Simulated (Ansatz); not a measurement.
System: rock-salt NaBr. Method: HSE06 (Ansatz, a program for electronic structure, PAW).

Numerical settings: plane-wave cutoff 500 eV, 6×6×6 k mesh, gaussian smearing 0.02 eV, scalar-relativistic PAW data made under PBE.

Cell (relaxed at this level):

```cif
data_BrNa
_chemical_formula_sum 'Na1 Br1'
_space_group_name_H-M_alt 'P 1'
_space_group_IT_number 1
_cell_length_a 4.23623
_cell_length_b 4.23623
_cell_length_c 4.23623
_cell_angle_alpha 60.000
_cell_angle_beta 60.000
_cell_angle_gamma 60.000
loop_
_space_group_symop_operation_xyz
  'x, y, z'
loop_
_atom_site_label
_atom_site_type_symbol
_atom_site_fract_x
_atom_site_fract_y
_atom_site_fract_z
_atom_site_occupancy
Na1 Na 0.00000 0.00000 0.00000 1
Br1 Br 0.50000 0.50000 0.50000 1
```

Task: Predict the band gap.

Result: 
band gap: 5.34 eV (on the SCF k mesh)

Measured, for comparison: band gap 7.1 eV (temperature not stated, not corrected to a static lattice; as tabulated in Aguado et al. (1998), arXiv:cond-mat/9809176).

Spin–orbit coupling is not included.

The computed numbers hold no vibrational or temperature effects.

Computing time: about 4 core-minutes (a rough figure).
